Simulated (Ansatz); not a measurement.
A nudged elastic band was laid between two geometries of a periodic cell of 13 atoms, Sc12H (host Sc, host structure hcp, interstitial H).

Level of theory: DFT PBE, scalar-relativistic, plane waves, PAW in Ansatz. Settings: cutoff 420 eV, k mesh 3x2x3, gaussian smearing 0.05 eV, no spin polarisation.

- movable images: 3
- climbing image: yes
- spring: 50.0 eV/Å²
- optimiser: fire
- start path: default
- force threshold: 0.05 eV/Å
- iteration limit: 50
- end points: relaxed

Image 0:

```xyz
13
Lattice="6.6200 0.0000 0.0000 -4.9650 8.5996 0.0000 0.0000 0.0000 5.2761" Properties=species:S:1:pos:R:3
Sc -0.003 -0.001 -0.018
Sc -0.001 1.912 2.629
Sc -1.656 2.871 -0.007
Sc -1.657 4.781 2.644
Sc -3.302 5.736 0.000
Sc -3.303 7.641 2.634
Sc 3.311 -0.005 -0.007
Sc 3.310 1.908 2.645
Sc 1.655 2.867 0.009
Sc 1.655 4.780 2.658
Sc -0.007 5.738 0.007
Sc -0.008 7.643 2.638
H -1.670 6.703 3.968
```

Image 4:

Only the atoms that move by more than 0.05 Å are listed.
```
H13 -1.663 6.683 6.594
```

Q: Which bonds break or form, and what moves?

A: The atom that moves furthest is H13, by 2.63 Å; four of its nearest neighbours are Sc7 2.30, Sc5 2.30, Sc6 2.31, Sc12 2.33 Å at the first end and Sc4 2.31, Sc5 2.32, Sc7 2.32, Sc12 2.32 Å at the last.

Q: What energy profile does the band end with?

A: The forces met the threshold. The highest image is number 2 of 0 to 4, 0.71 eV above the ends, which have the same energy within 2 meV. The order of the point at the top wasn't checked. Limits of this set-up: coarse k mesh, odd electron count without spin, a small cell, in which the defect meets its images, a typed lattice constant that wasn't relaxed here.

```json
{"image": "0", "path coordinate (Å)": "0.00", "energy (eV)": "0.00"}
{"image": "1", "path coordinate (Å)": "0.63", "energy (eV)": "0.36"}
{"image": "2", "path coordinate (Å)": "1.27", "energy (eV)": "0.71"}
{"image": "3", "path coordinate (Å)": "1.91", "energy (eV)": "0.36"}
{"image": "4", "path coordinate (Å)": "2.54", "energy (eV)": "0.00"}
```

Q: What is the geometry of the highest image?

A: 
```xyz
13
Lattice="6.6200 0.0000 0.0000 -4.9650 8.5996 0.0000 0.0000 0.0000 5.2761" Properties=species:S:1:pos:R:3
Sc -0.007 0.013 0.003
Sc -0.002 1.917 2.639
Sc -1.652 2.856 0.000
Sc -1.659 4.724 2.637
Sc -3.330 5.719 -0.001
Sc -3.348 7.662 2.640
Sc 3.312 0.028 0.000
Sc 3.304 1.911 2.637
Sc 1.647 2.849 -0.001
Sc 1.654 4.779 2.636
Sc 0.007 5.726 -0.002
Sc 0.031 7.655 2.639
H -1.662 6.692 5.278
```

The band took 10 iterations and roughly 8 core-minutes.

Time of the run: 4.9 min on 2 threads of Intel(R) Xeon(R) CPU @ 2.60GHz (Ice Lake), on a shared host, peak memory 1.2 GiB.
